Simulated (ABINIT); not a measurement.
Crystal: Br.

```
CELL_PARAMETERS angstrom
3.36325 -2.32255 0.00000
3.36325 2.32255 0.00000
0.00000 0.00000 8.70230
ATOMIC_POSITIONS crystal
Br 0.36510 0.63490 0.39010
Br 0.13490 0.86510 0.89010
Br 0.63490 0.36510 0.60990
Br 0.86510 0.13490 0.10990
```

Base run:

```yaml
Program: ABINIT 10.8.3 (patched build)
Functional: AM05
Potentials_or_basis: JTH PAW PBE v2.0
Cutoff: 408 eV
k_mesh: 7 × 7 × 3
Occupations: fermi-dirac, width 0.05 eV
Spin: no spin polarisation
```

Its results: band gap on the k mesh 1.87 eV, indirect (least direct gap 1.89 eV); pressure 0.8 GPa; largest force 0.614 eV/Å.

**Question.** After a change of settings the same cell gave: band gap on the k mesh 1.86 eV, indirect (least direct gap 1.88 eV); pressure 2.7 GPa; largest force 1.339 eV/Å. Which change was it?
A. functional from AM05 to LDA; potentials or basis from JTH PAW PBE v2.0 to JTH PAW LDA v2.0
B. functional from AM05 to SOGGA
C. functional from AM05 to rPW86PBE
D. functional from AM05 to HCTH407

**Answer.** C.

Caveats: the PAW data sets were made with another functional, which shifts forces and pressure a little.

Not every run made on this cell is shown here.
